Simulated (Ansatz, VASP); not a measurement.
# BN in two plane-wave programs

Wanted: the spread between two codes on one cell, functional and k mesh. The cell is taken from a series of VASP runs on this material, whose earlier steps may have relaxed, scaled or displaced it; both programs get it as it stands.

Main program and level: Ansatz 0.2.0; plane waves, with VASP 6.6.1 beside it; band structure at HSE06.

### Step 1. Set-up

The structure is hexagonal, space group P6_3/mmc (No. 194). Conventional cell: a = 2.506 Å, b = 2.506 Å, c = 6.884 Å, α = 90.00°, β = 90.00°, γ = 120.00°. Nearest to B lie 3 N at 1.45 Å. Nearest to N lie 3 B at 1.45 Å. Farther neighbours and most contacts between anions are not listed.

### Step 2. VASP: band structure, HSE06

The same path points are solved in both programs, so levels can be compared one by one.

Lines of VASP's logs that name or quote its potential files are left out, and so is its time.

The run reads the wave functions of an earlier VASP run, which isn't shown here.

INCAR

```
SYSTEM = BN
PREC = Accurate
ENCUT = 520
EDIFF = 1E-06
NELM = 100
ISMEAR = 0
SIGMA = 0.05
LREAL = .FALSE.
ALGO = Normal
LHFCALC = .TRUE.
AEXX = 0.25
GGA = PE
HFSCREEN = 0.2
LASPH = .TRUE.
NBANDS = 14
PRECFOCK = Fast
LORBIT = 11
LWAVE = .FALSE.
LCHARG = .FALSE.
KPAR = 4
```

POSCAR

```
BN
1.0
    2.5055321600      0.0000000000      0.0000000000
   -1.2527660800      2.1698545005      0.0000000000
    0.0000000000      0.0000000000      6.8838829978
B N
2 2
Direct
    0.3333333333      0.6666666667      0.2500000000
    0.6666666667      0.3333333333      0.7500000000
    0.3333333333      0.6666666667      0.7500000000
    0.6666666667      0.3333333333      0.2500000000
```

KPOINTS

```
Automatic mesh
0
Gamma
6 6 2
0 0 0
```

KPOINTS_OPT

```
Line mode
6
Line-mode
Reciprocal
  0.00000000   0.00000000   0.00000000 GAMMA
  0.50000000   0.00000000   0.00000000 M

  0.50000000   0.00000000   0.00000000 M
  0.33333333   0.33333333   0.00000000 K

  0.33333333   0.33333333   0.00000000 K
  0.00000000   0.00000000   0.00000000 GAMMA

  0.00000000   0.00000000   0.00000000 GAMMA
  0.00000000   0.00000000   0.50000000 A

  0.00000000   0.00000000   0.50000000 A
  0.50000000   0.00000000   0.50000000 L

  0.50000000   0.00000000   0.50000000 L
  0.33333333   0.33333333   0.50000000 H

  0.33333333   0.33333333   0.50000000 H
  0.00000000   0.00000000   0.50000000 A

  0.50000000   0.00000000   0.50000000 L
  0.50000000   0.00000000   0.00000000 M

  0.33333333   0.33333333   0.00000000 K
  0.33333333   0.33333333   0.50000000 H
```

PAW data sets: B and N (PBE family, release 64).

Command:

```
$ mpirun -np 4 vasp_std
```

Numbers of over 12 decimals in the logs are rounded to 6 here.

What it wrote:

```text
[banner, memory and clock lines left out]
running    4 mpi-ranks, on    1 nodes
 distrk:  each k-point on    1 cores,    4 groups
 distr:  one band on    1 cores,    1 groups

 POSCAR found type information on POSCAR B N
 POSCAR found :  2 types and       4 ions
 LDA part: xc-table for (Slater+PW92), standard interpolation
 found WAVECAR, reading the header
 POSCAR, INCAR and KPOINTS ok, starting setup
 FFT: planning ... GRIDC
 FFT: planning ... GRID_SOFT
 FFT: planning ... GRID
 reading WAVECAR
 the WAVECAR file was read successfully
 initial charge from wavefunction
 entering main loop
       N       E                     dE             d eps       ncg     rms          rms(c)
DAV:   1    -0.408655489628E+02   -0.40866E+02   -0.33639E-01   416   0.648E+00    0.713E-01
DAV:   2    -0.408656499132E+02   -0.10095E-03   -0.20634E-02   482   0.129E+00    0.473E-01
DAV:   3    -0.408631052237E+02    0.25447E-02   -0.68917E-03   458   0.636E-01    0.278E-01
DAV:   4    -0.408632641117E+02   -0.15889E-03   -0.88608E-04   476   0.225E-01    0.187E-01
DAV:   5    -0.408631762678E+02    0.87844E-04   -0.44904E-05   446   0.667E-02    0.106E-01
DAV:   6    -0.408631479453E+02    0.28323E-04   -0.45674E-05   464   0.590E-02    0.544E-02
DAV:   7    -0.408631434614E+02    0.44839E-05   -0.62638E-06   440   0.240E-02    0.296E-02
DAV:   8    -0.408631418891E+02    0.15723E-05   -0.96714E-07   292   0.105E-02    0.173E-02
DAV:   9    -0.408631417018E+02    0.18731E-06   -0.67816E-07   280   0.824E-03
   1 F= -.40863142E+02 E0= -.40863142E+02  d E =-.850599E-17
 Start KPOINTS_OPT (optional k-point list driver)
k-point batch [1-14\54]
       N       E                     dE             ncg
DAV:   1    -0.166274754573E+03   -0.87559E+04      400
DAV:   2    -0.139956282839E+04   -0.12333E+04      508
DAV:   3    -0.149039466778E+04   -0.90832E+02      476
DAV:   4    -0.149169234399E+04   -0.12977E+01      506
DAV:   5    -0.149170899273E+04   -0.16649E-01      500
DAV:   6    -0.149170923104E+04   -0.23831E-03      494
DAV:   7    -0.149170923679E+04   -0.57443E-05      386
DAV:   8    -0.149170923697E+04   -0.18529E-06      364
[...]
k-point batch [43-54\54]
       N       E                     dE             ncg
DAV:   1    -0.571936832939E+02   -0.10067E+05      336
DAV:   2    -0.106476694782E+04   -0.10076E+04      428
DAV:   3    -0.113747480051E+04   -0.72708E+02      390
DAV:   4    -0.113839928947E+04   -0.92449E+00      414
DAV:   5    -0.113840786037E+04   -0.85709E-02      420
DAV:   6    -0.113840792648E+04   -0.66112E-04      408
DAV:   7    -0.113840792715E+04   -0.67635E-06      318
```

From OUTCAR (step 2):

```text
ion  position               nearest neighbor table
   1  0.333  0.667  0.250-   4 1.45   4 1.45   4 1.45
   2  0.667  0.333  0.750-   3 1.45   3 1.45   3 1.45
   3  0.333  0.667  0.750-   2 1.45   2 1.45   2 1.45
   4  0.667  0.333  0.250-   1 1.45   1 1.45   1 1.45

  LATTYP: Found a hexagonal cell.
 ALAT       =     2.5055321600
 C/A-ratio  =     2.7474734141

 Subroutine GETGRP returns: Found 24 space group operations
 (whereof 12 operations were pure point group operations)

The static configuration has the point symmetry D_3d.
 The point group associated with its full space group is D_6h.

 Found     14 irreducible k-points:

   k-points           NKPTS =     14   k-points in BZ     NKDIM =     72   number of bands    NBANDS=     14

   dimension x,y,z NGX =    20 NGY =   20 NGZ =   54
   dimension x,y,z NGXF=    40 NGYF=   40 NGZF=  108

   ENCUT  =  520.0 eV  38.22 Ry    6.18 a.u.   4.66  4.66 12.80*2*pi/ulx,y,z

   NELECT =      16.0000    total number of electrons

 k-points in reciprocal lattice and weights: Automatic mesh
   0.00000000  0.00000000  0.00000000       0.014
   0.16666667  0.00000000  0.00000000       0.083
   0.33333333  0.00000000  0.00000000       0.083
   0.50000000  0.00000000  0.00000000       0.042
   0.16666667  0.16666667  0.00000000       0.083
   0.33333333  0.16666667  0.00000000       0.167
   0.33333333  0.33333333  0.00000000       0.028
   0.00000000  0.00000000  0.50000000       0.014
   0.16666667  0.00000000  0.50000000       0.083
[...]
0.33333333  0.16666667  0.50000000       0.167
   0.33333333  0.33333333  0.50000000       0.028

  exchange ACFDT corr.  =         0.00000000  see jH, gK, PRB 81, 115126

 average (electrostatic) potential at core
       1 -26.3429       2 -26.3429       3 -60.0810       4 -60.0810

 E-fermi :   1.4441

 k-point     1 :       0.0000    0.0000    0.0000
  band No.  band energies     occupation
    ...
      4      -3.5400      2.00000
      5      -0.4182      2.00000
      6      -0.4182      2.00000
      7      -0.3895      2.00000
      8      -0.3895      2.00000
      9       7.3872      0.00000
     10      12.7057      0.00000
     11      14.4783      0.00000
     12      14.4783      0.00000
     13      14.5837      0.00000
    ...

 k-point     2 :       0.1667    0.0000    0.0000
  band No.  band energies     occupation
    ...
      4      -2.8006      2.00000
      5      -2.5567      2.00000
      6      -2.5269      2.00000
      7      -1.3759      2.00000
      8      -1.3378      2.00000
      9       8.3132      0.00000
     10      12.4083      0.00000
     11      13.8177      0.00000
     12      14.3035      0.00000
     13      14.3215      0.00000
    ...

 k-point     3 :       0.3333    0.0000    0.0000
  band No.  band energies     occupation
    ...
      4      -6.4038      2.00000
      5      -2.8510      2.00000
      6      -2.8034      2.00000
      7      -2.3729      2.00000
      8      -0.8322      2.00000
      9       9.6129      0.00000
     10      10.3932      0.00000
     11      10.5346      0.00000
     12      13.0034      0.00000
     13      14.0670      0.00000
    ...

  energy-cutoff  :      520.00
  volume of cell :       37.43
      direct lattice vectors                 reciprocal lattice vectors
     2.505532160  0.000000000  0.000000000     0.399116809  0.230430197  0.000000000
    -1.252766080  2.169854501  0.000000000     0.000000000  0.460860394  0.000000000
     0.000000000  0.000000000  6.883882998     0.000000000  0.000000000  0.145266850

 POSITION                                       TOTAL-FORCE (eV/Angst)
 -----------------------------------------------------------------------------------
     -0.00000      1.44657      1.72097        -0.000000     -0.000000      0.000000
      1.25277      0.72328      5.16291        -0.000000     -0.000000     -0.000000
     -0.00000      1.44657      5.16291        -0.000000      0.000000      0.000000
      1.25277      0.72328      1.72097         0.000000     -0.000000     -0.000000
 -----------------------------------------------------------------------------------
    total drift:                               -0.000000     -0.000000     -0.000000

  FREE ENERGIE OF THE ION-ELECTRON SYSTEM (eV)
  ---------------------------------------------------
  free  energy   TOTEN  =       -40.8631417018 eV

  energy  without entropy=      -40.8631417018  energy(sigma->0) =      -40.86314170

 total charge
# of ion       s       p       d       tot
------------------------------------------
    1        0.749   1.408   0.000   2.157
    2        0.749   1.408   0.000   2.157
    3        1.229   2.810   0.000   4.039
    4        1.229   2.810   0.000   4.039
--------------------------------------------------
tot          3.956   8.436   0.000  12.392

[... 3 further parts left out ...]
```

The k-mesh is coarse for exact exchange; levels may shift by about 0.1 eV on a finer one.

(Part 1 of 2 ends here.)

[Lines on the potential files, build, host, timing and source positions are cut from VASP's logs without a mark.]

[Logs are printed without paths, hosts, clocks, repeated set-up lines and the standing remarks that a program may print on its own settings, such as how far it seeks lower states.]

[Hosts, paths, dates, database ids (printed as entryN), source tags and the programs' standing remarks are cut or masked in the printed files.]
